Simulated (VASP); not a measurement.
Hf2Si:

```xyz
6
Lattice="-3.2754 3.2754 2.5828 3.2754 -3.2754 2.5828 3.2754 3.2754 -2.5828" Properties=species:S:1:pos:R:3 pbc="T T T"
Hf    1.0251    2.2503    0.0000
Hf   -1.0251    2.2503    2.5828
Hf    2.2503    1.0251    2.5828
Hf    4.3004    1.0251    0.0000
Si    0.0000    0.0000    1.2914
Si    0.0000    0.0000    3.8742
```

The cell comes from a database or a generator and needn't be the stable form of this composition.

```yaml
Program: VASP 6.6.1
Task: relaxation of cell and atoms
Functional: PBEsol
Potentials_or_basis: VASP PAW PBE potentials, release 64 (Hf_pv, Si)
Cutoff: 300 eV
k_mesh: 10 × 10 × 10
Occupations: gaussian, width 0.1 eV
Spin: no spin polarisation
```

At the start: pressure -2.9 GPa; volume 18.47 Å³/atom.

Q: Where does the relaxation end?

A: Over 11 steps the energy falls by 3.4 meV/atom and the volume is 18.11 Å³/atom (-2.0 %); space group I4/mcm (No. 140, to 0.05 Å).

The path:
| step | energy change (eV) | largest force (eV/Å) | pressure (GPa) | volume (Å³) |
| --- | --- | --- | --- | --- |
| 1 | 0.0000 | 0.0341 | -2.92 | 110.83 |
| 2 | 0.0252 | 0.0223 | 4.76 | 105.51 |
| 3 | -0.0203 | 0.0146 | -0.01 | 108.67 |
| 4 | -0.0203 | 0.0141 | 0.05 | 108.62 |
| 5 | -0.0204 | 0.0059 | 0.04 | 108.63 |
| 6 | -0.0204 | 0.0043 | 0.04 | 108.63 |
| 7 | -0.0204 | 0.0047 | 0.04 | 108.63 |
| 8 | -0.0204 | 0.0053 | 0.04 | 108.63 |
| 9 | -0.0204 | 0.0048 | 0.04 | 108.63 |
| 10 | -0.0204 | 0.0017 | -0.05 | 108.70 |
| 11 | -0.0204 | 0.0033 | 0.00 | 108.66 |

Final structure:
```cif
data_structure
_symmetry_space_group_name_H-M 'P 1'
_symmetry_Int_Tables_number 1
_cell_length_a 5.2677
_cell_length_b 5.2677
_cell_length_c 5.2677
_cell_angle_alpha 103.755
_cell_angle_beta 103.755
_cell_angle_gamma 121.632
_cell_volume 108.66
loop_
_atom_site_label
_atom_site_type_symbol
_atom_site_fract_x
_atom_site_fract_y
_atom_site_fract_z
_atom_site_occupancy
Hf1 Hf 0.34336 0.15664 0.50000 1
Hf2 Hf 0.84336 0.34336 0.18671 1
Hf3 Hf 0.65664 0.84336 0.50000 1
Hf4 Hf 0.15664 0.65664 0.81329 1
Si1 Si 0.25000 0.25000 0.00000 1
Si2 Si 0.75000 0.75000 0.00000 1
```

Caveat: the cutoff is under 1.25 times the usual one of these potentials, so pressure, stress and relaxed cells hold a basis-set (Pulay) error; the PAW data sets were made with another functional, which shifts forces and pressure a little.
